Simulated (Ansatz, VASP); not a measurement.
This is a calculation of PtS2 for Ansatz 0.2.0.

File input.yaml:

```yaml
crystal:
  lattice:
    - [3.5432, 0.0, 0.0]
    - [-1.7716, 3.0685012107, 0.0]
    - [0.0, 0.0, 5.0388]
  atoms:
    - { symbol: Pt, position: [0.0, 0.0, 0.0] }
    - { symbol: S, position: [0.6666666667, 0.3333333333, 0.773] }
    - { symbol: S, position: [0.3333333333, 0.6666666667, 0.227] }
hamiltonian:
  xc: pbesol
  pseudopotentials: { kind: paw }
kpoints:
  mp_grid: { grid: [9, 9, 5] }
scf:
  occupations: { method: fixed }
output:
  eigenvalues: true
dielectric:
  method: response
```

Potentials or basis: Ansatz PAW.

Launch:

```sh
$ ansatz run input.yaml --threads 1 --pin off --max-ram 3584MiB --backend cpu --events-out ev --progress --plain --runs-dir out
```

Task: Translate it to VASP 6.6.1. Potentials there: VASP PAW PBE potentials, release 64 (Pt, S).

Result: As run (the cutoff follows the program's own potentials):

File INCAR:

```
SYSTEM = PtS2
  PREC = Accurate
  ENCUT = 520
  EDIFF = 1E-8
  ISMEAR = -1
  SIGMA = 0.05
  LREAL = .False.
  LASPH = .True.
  NELM = 80
  ALGO = Normal
  ISIF = 2
  LWAVE = .False.
  LCHARG = .False.
  GGA = PS
  LEPSILON = .True.
  IBRION = 8
```

The input KPOINTS:

```
Automatic mesh
0
Gamma
  9 9 5
  0 0 0
```

The input POSCAR:

```
PtS2
1.0
    3.5432000000      0.0000000000      0.0000000000
   -1.7716000000      3.0685012107      0.0000000000
    0.0000000000      0.0000000000      5.0388000000
Pt S
1 2
Direct
    0.0000000000      0.0000000000      0.0000000000
    0.6666666667      0.3333333333      0.7730000000
    0.3333333333      0.6666666667      0.2270000000
```

Potentials or basis: VASP PAW PBE potentials, release 64 (Pt, S).

Run with:

```sh
$ cat potpaw_PBE.64/Pt/POTCAR potpaw_PBE.64/S/POTCAR > POTCAR
$ mpirun -np 1 vasp_std > vasp.out
```

Both were run:

|  | VASP | Ansatz | Ansatz less VASP |
| --- | --- | --- | --- |
| gap on the k mesh at the Fermi level (eV) | 0.96 | 0.95 | -0.016 |
| least direct gap on the mesh (eV) | 1.00 | 0.99 | -0.010 |
| mean electronic dielectric constant | 16.03 | 16.11 | +0.075 |
| mean Born charge of the atom that differs most (e) | 1.70 | 1.68 | -0.015 |

The two sets of potentials don't hold the same shells in valence.

Caveats: spin-orbit coupling is left out, which moves the levels of the heavy elements; an odd mesh through Γ misses points on the zone boundary, where band edges often lie (VASP); odd divisions of the mesh miss points on the zone boundary, where band edges often lie, so the gap on the mesh can be too wide (Ansatz).
